## One gap, nine runs

The gap is the energy between the highest filled and the lowest empty level on a mesh of wave vectors. The direct gap compares the two at the same wave vector. All nine runs treat the same PbTe crystal on the same mesh, so the differences between them come from the programs, potentials and basis sets.

Band gaps of PbTe (Fm-3m, 2-atom cell) from Kohn-Sham DFT in FLEUR, SIESTA and Ansatz, with PBE and no spin polarisation or spin-orbit coupling. All runs use the same unrelaxed cell, a 7x7x7 k mesh and Fermi-Dirac smearing of 0.05 eV, and both gaps are taken on that mesh. Kmax is in 1/bohr; basis values in eV are plane-wave cutoffs.

| program | potentials | basis | gap (eV) | direct gap (eV) | gap less the median of the rows (eV) |
| --- | --- | --- | --- | --- | --- |
| FLEUR | all electron | 3.5 Kmax | 1.009 | 1.009 | -0.002 |
| FLEUR | all electron | 4 Kmax | 1.010 | 1.010 | -0.001 |
| Ansatz | Ansatz PAW earlier set | 640 eV | 1.011 | 1.011 | 0.000 |
| FLEUR | all electron | 4.5 Kmax | 1.011 | 1.011 | 0.000 |
| FLEUR | all electron | 5 Kmax | 1.011 | 1.011 | 0.000 |
| Ansatz | PseudoDojo stringent | 1450 eV | 1.014 | 1.014 | 0.003 |
| SIESTA | PseudoDojo 0.4 standard, converted to PSML | TZDP | 1.049 | 1.049 | 0.038 |
| SIESTA | PseudoDojo 0.4 standard NC | TZ | 1.076 | 1.076 | 0.065 |
| SIESTA | PseudoDojo 0.4 standard NC | SZ | 1.208 | 1.208 | 0.197 |

### 1. Which runs agree, and how closely?

The six FLEUR and Ansatz gaps lie within 5 meV of one another, at about 1.01 eV. The three SIESTA gaps are all larger, and the SZ run stands 0.197 eV above the all-electron run at 5 Kmax.

### 2. Does it matter that the core electrons are frozen?

Hardly, for this gap. FLEUR recomputes the core electrons in the crystal, while the PAW run keeps the deep ones as they were in the free atom and leaves 38 electrons per cell free to adapt. The two give the same 1.011 eV. The band edges are made of outer electrons, which feel the core mainly through its total charge and its size. The charge is fixed, and the size changes little when the atom enters a crystal.

### 3. Why does FLEUR's gap barely move when Kmax is raised?

Kmax is the largest wave vector in FLEUR's basis, in 1/bohr. Going from 3.5 to 5 doubles the kinetic energy of the shortest wave, from 167 to 340 eV, yet the gap changes by only 2 meV. The runs at 3.5 and 4 also differ in the angular cutoff inside the spheres, so the series is not a test of Kmax alone, but the combined effect is still tiny. Plane waves have to describe only the smooth region between the atoms, because inside a sphere around each nucleus the basis uses radial functions computed for that atom. The hard part of the wave function is therefore already in the basis at the lowest setting.

### 4. Why are the SIESTA gaps larger?

SIESTA builds the crystal states from a few orbitals of limited range on each atom. SZ allows one radial shape per valence shell and TZ three; only TZDP adds polarisation orbitals, which let the atom's charge deform. With so few shapes the states cannot fully adapt to the crystal. In a fixed potential, leaving functions out can only raise the levels. The empty ones usually rise more, because they must also stay orthogonal to the filled ones, which takes more freedom of shape; this widens the gap. That is the expected cause, not one the runs prove: the output shows both band edges higher with TZ than with SZ, but the two runs need not share a zero of energy. How the orbitals were made could matter as well as their number. The data makers' tests on other systems give reason for care with valence orbitals made in the semicore potential and with a short basis over the semicore shells. The SIESTA runs here carry no such warning, though, and the SZ and TZ outputs give zero error for the atomic level from which the basis over a semicore shell is made, so nothing in them ties the excess to this. The gap comes down along the series: by 0.132 eV from SZ to TZ and by 0.027 eV more to TZDP. The last 0.038 eV above the all-electron value may belong to the basis or to the potential, since no plane-wave run uses SIESTA's potential.

### 5. Is TZ simply a better SZ?

Its gap is better, but the total energy warns against reading more into that. If TZ contained all of SZ plus extra functions, its energy could only be lower; it is 0.87 eV higher. The two sets also differ in the range of their orbitals, so the fall of the gap cannot be credited to the number of shapes alone. The pressure gives a second warning: it is 4.6 GPa with SZ and 0.4 GPa with TZ, on either side of the 2.1 GPa of both Ansatz runs. A basis judged by its gap has not been tested for pressure.

### 6. Is 1.01 eV then the PBE gap of this crystal?

It is an upper bound, because a mesh can miss the wave vector where the bands come closest. Picture a chain of atoms with alternating bonds, whose two bands approach each other most closely at the zone boundary, half a reciprocal lattice vector from the centre. Seven evenly spaced points that include the centre reach 3/7 of that vector, never 1/2. The chain explains which point is missed, but not how steep the bands of PbTe are.

In PbTe both band edges are known to lie at the boundary point L, which the mesh misses in the same way. The nearest mesh point is $k = 0.12$ 1/Å away. Let both bands curve like those of free electrons of mass $m$. Over this distance the valence band then falls by $\hbar^2k^2/2m$ and the conduction band rises by as much, so the gap opens by

$$\Delta E = \frac{\hbar^2k^2}{m} \approx 7.6\ \text{eV Å}^2 \times (0.12\ \text{Å}^{-1})^2 \approx 0.11\ \text{eV}.$$

This is an order of magnitude only. The masses measured in PbTe are smaller than $m$, so its bands curve more strongly and the true opening is probably larger. Even this estimate is some twenty times the spread among FLEUR and Ansatz. Every row shares the mesh, so comparing programs cannot reveal this error; an 8x8x8 mesh through the centre contains L and would. The same holds for any crystal with its band edges at L.

### 7. Which digits can be trusted?

That depends on what the number is for. As a test of programs on equal settings, 1.01 eV is good to the second decimal for FLEUR and Ansatz, but not for the SIESTA runs with their smaller basis sets. As the PBE gap without spin-orbit coupling, it is already uncertain in the first decimal because of the mesh.

As a property of real PbTe, even the leading digit fails: the measured gap is roughly 0.3 eV at room temperature, a recalled value. Spin-orbit coupling, strong in an atom as heavy as lead, splits the lead p states that form the conduction edge and lowers that edge by several tenths of an eV. Its absence and the mesh both make the computed gap too large, while PBE itself usually makes gaps too small. These errors partly cancel, so the distance from experiment is no measure of the error of PBE.

The output below lists the differences between the runs and the mesh estimate, which assumes the free-electron mass for both bands.

Output of the analysis:

```
Spread of the six FLEUR and Ansatz gaps in eV: 0.005
Spread of the four FLEUR gaps in eV: 0.002
PAW gap less all-electron gap at 5 Kmax in eV: 0
PseudoDojo stringent gap less all-electron gap at 5 Kmax in eV: 0.003
SZ gap less all-electron gap at 5 Kmax in eV: 0.197
TZ gap less all-electron gap at 5 Kmax in eV: 0.065
TZDP gap less all-electron gap at 5 Kmax in eV: 0.038
TZDP gap less PseudoDojo stringent plane-wave gap in eV: 0.035
Change of gap from SZ to TZ in eV: -0.132
Change of gap from TZ to TZDP in eV: -0.027
Part of the SZ excess gone at TZDP in percent: 80.71
Kinetic energy at Kmax 3.5 in eV: 166.7
Kinetic energy at Kmax 5 in eV: 340.1
Sphere radius times Kmax at 3.5: 9.31
Total energy of TZ less that of SZ in eV: 0.8715
Rise of the valence edge from SZ to TZ in eV: 0.3572
Rise of the conduction edge from SZ to TZ in eV: 0.2251
SZ pressure less Ansatz PseudoDojo pressure without Pulay correction in GPa: 2.495
TZ pressure less Ansatz PseudoDojo pressure without Pulay correction in GPa: -1.709
Gap at the zone centre in FLEUR at 4 Kmax in eV: 5.432
Distance from L to the nearest mesh point in 1/angstrom: 0.1203
Opening of two free-electron-mass bands over that distance in eV (order of magnitude): 0.1103
That opening over the spread of FLEUR and Ansatz: 22.06
```
